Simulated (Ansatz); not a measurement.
NaF: a prediction, then the measurements

These are results of Ansatz, DFT PBE, scalar-relativistic, plane waves, PAW, not measurements.

Plane waves to 420 eV, a k mesh through Γ of 8×8×8 on the computed 2-atom cell and Gaussian smearing (0.02 eV); no spin polarisation.

Relaxed structure:

```
Na F
1.0
     0.00000    2.35050    2.35050
     2.35050    0.00000    2.35050
     2.35050    2.35050    0.00000
Na F
1 1
Direct
  0.50000 0.50000 0.50000
  0.00000 0.00000 0.00000
```

| Quantity | Value |
| --- | --- |
| Space group | Fm-3m (No. 225) |
| Volume per atom | 12.99 Å³ |
| Formation energy from the elements' standard states (uncorrected) | -2.711 eV/atom |
| Kohn–Sham band gap | 6.09 eV, direct at Γ |
| Orbital (Löwdin) character of the top 1 eV of the valence band | F 2p 98 % |
| Orbital (Löwdin) character of the lowest 1 eV of the conduction band | Na 3s 76 %, unprojected 20 % |
| Electron masses at the edge by direction of the standard setting (m_e; one valley, along these axes only; no spin-orbit coupling) | x: 0.57; y: 0.57; z: 0.57 |
| Hole masses at the edge by direction of the standard setting (m_e; one valley, along these axes only; no spin-orbit coupling) | x: 6.5, 6.5, 1.1; y: 6.5, 6.5, 1.1; z: 6.5, 6.5, 1.1 |
| Bader charge by site (e) | Na (1 in the cell) 0.88, F (1 in the cell) -0.88 |

**Against measurements.**

Measured lattice constant a of NaF: 4.62 Å (300 K; a printed reference work (data compilation)). This calculation gives 4.701 Å (+1.8 %). The calculation is for 0 K without zero-point motion. A measured band gap of NaF is 11.6 eV (a printed reference work (monograph)); the calculated 6.09 eV falls short of it by 5.51 eV. Kohn–Sham gaps of semilocal functionals fall short of measured ones as a rule.

The cell was reached from a generator's guess, though it ends in a space group that the Crystallography Open Database lists for this formula. Löwdin shares on free-atom orbitals overweight diffuse shells in the empty bands.
